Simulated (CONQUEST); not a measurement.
# Sn (P-1) in CONQUEST: convergence with k mesh

Aim: find how far k mesh must go before the results for Sn settle, at PBE. This setting moves, with any that are tied to it; all else stays.

Everything below comes from runs of CONQUEST 1.3. Logs are shortened: lines on timing, memory, paths and dates and some standing lists are left out, and cuts for length are marked.

## 1. The cell of the first run

The typed cell holds 4 atoms: a = 4.573 Å, b = 4.573 Å, c = 6.467 Å, α = 90.00°, β = 90.00°, γ = 90.00°.

This isn't the form of Sn at room conditions, which is tetragonal (white tin).

The cell isn't the ideal one: atoms moved at random.

## 2. With k mesh 1 × 1 × 1

Conquest_input

```
IO.Title Sn
IO.Coordinates coords.dat
IO.FractionalAtomicCoords T
IO.Iprint 2
IO.Iprint_init 1
General.NumberOfSpecies 1
General.PseudopotentialType hamann
AtomMove.TypeOfRun static
AtomMove.FullStress T
Grid.GridCutoff 120
DM.SolutionMethod diagon
Diag.MPMesh T
Diag.GammaCentred T
Diag.MPMeshX 1
Diag.MPMeshY 1
Diag.MPMeshZ 1
Diag.kT 0.00183747
minE.SCTolerance 1e-6
SC.MaxIters 100
IO.AtomChargeOutput T
%block ChemicalSpeciesLabel
1 118.710 Sn
%endblock
```

coords.dat

```
    8.6410320509     0.0000000000     0.0000000000
    0.0000000000     8.6410320509     0.0000000000
    0.0000000000     0.0000000000    12.2202647181
4
  0.0165715000   0.5038515000   0.2472485000 1 T T T
  0.5165715000   0.0038515000   0.7472485000 1 T T T
  0.4740285000   0.4823915000   0.0173385000 1 T T T
  0.9740285000   0.9823915000   0.5173385000 1 T T T
```

Potentials or basis: PseudoDojo NC PBE, DZP, grid cutoff 120 Ha.

On the command line:

```sh
> OMP_NUM_THREADS=1 Conquest
```

Wall time 35 s (1 thread of AMD EPYC 7B13 (Zen 3), shared host); peak memory 0.89 GiB.

What came out:

```yaml
Free_energy: -8563.2894 eV
Pressure: 31.1 GPa
Largest_force: 0.945 eV/Å
```

## 3. With k mesh 2 × 2 × 1

Edit Conquest_input of step 2 so:

```diff
@@ -13,4 +13,4 @@
 Diag.GammaCentred T
-Diag.MPMeshX 1
-Diag.MPMeshY 1
+Diag.MPMeshX 2
+Diag.MPMeshY 2
 Diag.MPMeshZ 1
```

coords.dat is that of step 2.

Potentials or basis: PseudoDojo NC PBE, DZP, grid cutoff 120 Ha.

On the command line:

```sh
> OMP_NUM_THREADS=1 Conquest
```

It took 33 s on 1 thread of AMD EPYC 7B13 (Zen 3), shared host; peak memory 0.89 GiB.

What came out:

| Quantity | Value |
| --- | --- |
| Free energy | -8574.1191 eV |
| Pressure | 9.4 GPa |
| Largest force | 2.091 eV/Å |
| Band gap on the k mesh | none (metal or under the smearing width) |

## 4. With k mesh 2 × 2 × 2

Edit Conquest_input of step 3 so:

```diff
@@ -15,3 +15,3 @@
 Diag.MPMeshY 2
-Diag.MPMeshZ 1
+Diag.MPMeshZ 2
 Diag.kT 0.00183747
```

coords.dat is that of step 3.

On the command line:

```sh
> OMP_NUM_THREADS=1 Conquest
```

It took 34 s on 1 thread of AMD EPYC 7B13 (Zen 3), shared host; peak memory 0.89 GiB.

What came out:

- Free energy: -8574.0803 eV
- Pressure: 8.5 GPa
- Largest force: 2.618 eV/Å
- Band gap on the k mesh: none (metal or under the smearing width)

## 5. With k mesh 3 × 3 × 2

Edit Conquest_input of step 4 so:

```diff
@@ -13,4 +13,4 @@
 Diag.GammaCentred T
-Diag.MPMeshX 2
-Diag.MPMeshY 2
+Diag.MPMeshX 3
+Diag.MPMeshY 3
 Diag.MPMeshZ 2
```

coords.dat is that of step 4.

On the command line:

```sh
> OMP_NUM_THREADS=1 Conquest
```

Run time: 35 s. Hardware: 1 thread of AMD EPYC 7B13 (Zen 3), shared host; peak memory 0.89 GiB.

Results:

```
Free energy   : -8575.3318 eV
Pressure      : 5.9 GPa
Largest force : 2.731 eV/Å
```

## 6. With k mesh 4 × 4 × 3

Edit Conquest_input of step 5 so:

```diff
@@ -13,5 +13,5 @@
 Diag.GammaCentred T
-Diag.MPMeshX 3
-Diag.MPMeshY 3
-Diag.MPMeshZ 2
+Diag.MPMeshX 4
+Diag.MPMeshY 4
+Diag.MPMeshZ 3
 Diag.kT 0.00183747
```

coords.dat is that of step 5.

Potentials or basis: PseudoDojo NC PBE, DZP, grid cutoff 120 Ha.

On the command line:

```sh
> OMP_NUM_THREADS=1 Conquest
```

It took 40 s on 1 thread of AMD EPYC 7B13 (Zen 3), shared host; peak memory 0.89 GiB.

Results (log left out):

* Free energy: -8575.5409 eV
* Pressure: 5.3 GPa
* Largest force: 2.771 eV/Å
* Band gap on the k mesh: none (metal or under the smearing width)

## 7. With k mesh 5 × 5 × 4

Edit Conquest_input of step 6 so:

```diff
@@ -13,5 +13,5 @@
 Diag.GammaCentred T
-Diag.MPMeshX 4
-Diag.MPMeshY 4
-Diag.MPMeshZ 3
+Diag.MPMeshX 5
+Diag.MPMeshY 5
+Diag.MPMeshZ 4
 Diag.kT 0.00183747
```

coords.dat is that of step 6.

On the command line:

```sh
> OMP_NUM_THREADS=1 Conquest
```

It took 45 s on 1 thread of AMD EPYC 7B13 (Zen 3), shared host; peak memory 0.89 GiB.

It converged, with:

```yaml
Free_energy: -8575.6161 eV
Pressure: 5.2 GPa
Largest_force: 2.777 eV/Å
Band_gap_on_the_k_mesh: none (metal or under the smearing width)
```

## 8. With k mesh 6 × 6 × 4

Edit Conquest_input of step 7 so:

```diff
@@ -13,4 +13,4 @@
 Diag.GammaCentred T
-Diag.MPMeshX 5
-Diag.MPMeshY 5
+Diag.MPMeshX 6
+Diag.MPMeshY 6
 Diag.MPMeshZ 4
```

coords.dat is that of step 7.

On the command line:

```sh
> OMP_NUM_THREADS=1 Conquest
```

It took 54 s on 1 thread of AMD EPYC 7B13 (Zen 3), shared host; peak memory 0.9 GiB.

Results (log left out):

* Free energy: -8575.6519 eV
* Pressure: 5.1 GPa
* Largest force: 2.789 eV/Å
* Band gap on the k mesh: none (metal or under the smearing width)

## 9. With k mesh 7 × 7 × 5

Edit Conquest_input of step 8 so:

```diff
@@ -13,5 +13,5 @@
 Diag.GammaCentred T
-Diag.MPMeshX 6
-Diag.MPMeshY 6
-Diag.MPMeshZ 4
+Diag.MPMeshX 7
+Diag.MPMeshY 7
+Diag.MPMeshZ 5
 Diag.kT 0.00183747
```

coords.dat is that of step 8.

Potentials or basis: PseudoDojo NC PBE, DZP, grid cutoff 120 Ha.

On the command line:

```sh
> OMP_NUM_THREADS=1 Conquest
```

It took 57 s on 1 thread of AMD EPYC 7B13 (Zen 3), shared host; peak memory 0.89 GiB.

It converged, with:

```yaml
Free_energy: -8575.6592 eV
Pressure: 5.1 GPa
Largest_force: 2.791 eV/Å
Band_gap_on_the_k_mesh: none (metal or under the smearing width)
```

## 10. With k mesh 9 × 9 × 6

Edit Conquest_input of step 9 so:

```diff
@@ -13,5 +13,5 @@
 Diag.GammaCentred T
-Diag.MPMeshX 7
-Diag.MPMeshY 7
-Diag.MPMeshZ 5
+Diag.MPMeshX 9
+Diag.MPMeshY 9
+Diag.MPMeshZ 6
 Diag.kT 0.00183747
```

coords.dat is that of step 9.

Potentials or basis: PseudoDojo NC PBE, DZP, grid cutoff 120 Ha.

On the command line:

```sh
> OMP_NUM_THREADS=1 Conquest
```

Standard output:

```text
Simulation cell dimensions:     8.6410 a0 x     8.6410 a0 x    12.2203 a0

      Atomic coordinates (a0)
         Atom         X         Y         Z  Species
            1    0.1432    4.3538    3.0214        1
            2    4.4637    0.0333    9.1316        1
            3    4.0961    4.1684    0.2119        1
            4    8.4166    8.4889    6.3220        1

         Monkhorst-Pack mesh:   9 x   9 x   6 gamma-centred
        This calculation includes non-local pseudopotentials,
         with a maximum core radius of      7.58370955

    Job title: Sn
    Job to be run: static calculation

[... 5 lines left out ...]
      Using Fermi-Dirac smearing

    Integration grid size:     48 x   48 x   64

    Integration grid spacing:  0.180 a0 x 0.180 a0 x 0.191 a0

    Number of species:  1
    --------------------------------------------------------
    |   #  mass (au)  Charge (e)  SF Rad (a0)  NSF  Label  |
    --------------------------------------------------------
    |   1    118.710      14.000        7.829   18  Sn     |
    --------------------------------------------------------
          SCF tolerance:                 0.00000100
          SCF iterations:               100

    The functional used will be GGA PBE96

           radial cut-off to be used is taken to be max PAO cut-off radius for this species:    7.583710

           greatest ang. mom. for making density from PAOs:  2
    Minimum blocs/proc is     2304. Maximum blocs/proc is     2304
    set_atom_dens: In set_atomic_density, electrons :      56.000000000000
 matrix_size & matrix_size_padH =           72          72

    Screened ion int: energy:    -235.337425256640 Ha

    new_SC_potl: Starting.  Tolerance:  0.10000E-05

    PulayMixSC: Starting Pulay mixing, A_up =  0.500 A_dn =  0.500
    PulayMixSC: Spin non-polarised calculation.
          Harris-Foulkes Energy            :      -315.159804109281481 Ha
          GroundState Energy (E-(1/2)TS)   :      -315.159856445447133 Ha
          Free Energy (E-TS)               :      -315.159908781612728 Ha
          DFT Total Energy                 :      -315.145158290350651 Ha
          Total number of electrons        :        55.999999999999808
    PulayMixSC: Pulay iteration     1 residual:              0.13992E-02
          Harris-Foulkes Energy            :      -315.150615787538754 Ha
          GroundState Energy (E-(1/2)TS)   :      -315.150669509851980 Ha
          Free Energy (E-TS)               :      -315.150723232165262 Ha
          DFT Total Energy                 :      -315.149411224026267 Ha
          Total number of electrons        :        56.000045688280487
    PulayMixSC: Pulay iteration     2 residual:              0.51993E-03
          Harris-Foulkes Energy            :      -315.149747316391881 Ha
          GroundState Energy (E-(1/2)TS)   :      -315.149801753583404 Ha
          Free Energy (E-TS)               :      -315.149856190774869 Ha
          DFT Total Energy                 :      -315.149734185201396 Ha
          Total number of electrons        :        56.000078441848729
    PulayMixSC: Pulay iteration     3 residual:              0.10558E-03
          Harris-Foulkes Energy            :      -315.149739985869132 Ha
          GroundState Energy (E-(1/2)TS)   :      -315.149794525398534 Ha
          Free Energy (E-TS)               :      -315.149849064927935 Ha
          DFT Total Energy                 :      -315.149739688256204 Ha
          Total number of electrons        :        56.000089597087829
    PulayMixSC: Pulay iteration     4 residual:              0.99378E-05
          Harris-Foulkes Energy            :      -315.149739539871462 Ha
          GroundState Energy (E-(1/2)TS)   :      -315.149794089221416 Ha
          Free Energy (E-TS)               :      -315.149848638571314 Ha
          DFT Total Energy                 :      -315.149739498149131 Ha
          Total number of electrons        :        56.000091273176054
    PulayMixSC: Pulay iteration     5 residual:              0.14321E-05
          Harris-Foulkes Energy            :      -315.149739915650002 Ha
          GroundState Energy (E-(1/2)TS)   :      -315.149794450005857 Ha
          Free Energy (E-TS)               :      -315.149848984361711 Ha
          DFT Total Energy                 :      -315.149739912489906 Ha
          Total number of electrons        :        56.000090236084617
    PulayMixSC: Pulay iteration     6 residual:              0.48073E-06
    PulayMixSC: Reached SCF tolerance of  0.48073E-06 after      6 iterations
      | Number of electrons      =        56.000090
      |* band energy as 2Tr[K.H] =       -43.109824984168242 Ha
      |  screened ion-ion energy =      -235.337425256640245 Ha
      |  Ha correction           =         1.150884020791023 Ha
      |  XC correction           =       -37.853367994840774 Ha
      | GS Energy as E-(1/2)TS   =      -315.149794450005857 Ha
      | Free Energy as E-TS      =      -315.149848984361711 Ha
      |* Harris-Foulkes energy   =      -315.149739915650002 Ha
      |* DFT total energy        =      -315.149739912489906 Ha
      |  estimated accuracy      =        -0.000000003160096 Ha

    force: Forces on atoms (Ha/a0)
    force:  Atom   X              Y              Z
    force:     1  -0.0444143658  -0.0104819840   0.0292368781
    force:     2  -0.0444143658  -0.0104819840   0.0292368781
    force:     3   0.0445623824   0.0102229121  -0.0292050528
    force:     4   0.0445623824   0.0102229121  -0.0292050528

    force: Maximum force :        0.04456238(Ha/a0) on atom         4 in x direction
    force: Force Residual:        0.05422431 Ha/a0
    force: Total stress:         -9.08836650     0.57597609     5.97154643 GPa
                             0.57597609    -0.90547716    -1.86318579
                             5.97154643    -1.86318579    -5.16303813
    force: Average pressure:      5.05229393 GPa

    force: Finished force
    get_E_and_F: Change in energy during last step of electronic optimisation: -0.37578E-06

    BIBLIOGRAPHY: Please consider citing the following references in the conquest.bib file

    CONQUEST:         Bowler2002pt, Miyazaki2004, Nakata2020
    Basis:            Bowler2019
    DM:               Bowler:2006xr
    Pseudopotentials: Hamann2013, Bowler2019
    XC functional:    Perdew1996
```

It took 87 s on 1 thread of AMD EPYC 7B13 (Zen 3), shared host; peak memory 0.89 GiB.

Results:

```
Free energy            : -8575.6643 eV
Pressure               : 5.1 GPa
Largest force          : 2.790 eV/Å
Band gap on the k mesh : none (metal or under the smearing width)
```

## 11. Result

```tsv
k mesh	energy less the tightest run, at zero smearing (meV/atom)	pressure (GPa)	largest force (eV/Å)	SCF cycles	CPU time (s)	peak memory (GiB)
1 × 1 × 1	3110.64	31.11	0.945	8	35	0.89
2 × 2 × 1	391.68	9.41	2.091	6	33	0.89
2 × 2 × 2	397.48	8.48	2.618	6	34	0.89
3 × 3 × 2	84.22	5.86	2.731	6	35	0.89
4 × 4 × 3	31.52	5.26	2.771	6	40	0.89
5 × 5 × 4	12.18	5.16	2.777	6	45	0.89
6 × 6 × 4	3.06	5.08	2.789	6	54	0.9
7 × 7 × 5	1.25	5.06	2.791	6	57	0.89
9 × 9 × 6	0.00	5.05	2.790	6	87	0.89
```

Against the tightest run, the pressure stays within 0.1 GPa from 6 × 6 × 4 on; the largest force stays within 0.005 eV/Å from 6 × 6 × 4 on. Not settled before the last step: the energy (to 1 meV/atom). Meshes of other sizes hit other points, so gaps and Fermi surfaces needn't settle smoothly. The tightest run that finished is the yardstick and may itself not be fully converged.

Caveats: the basis of atomic orbitals isn't converged, which shifts pressures, moduli and gaps.
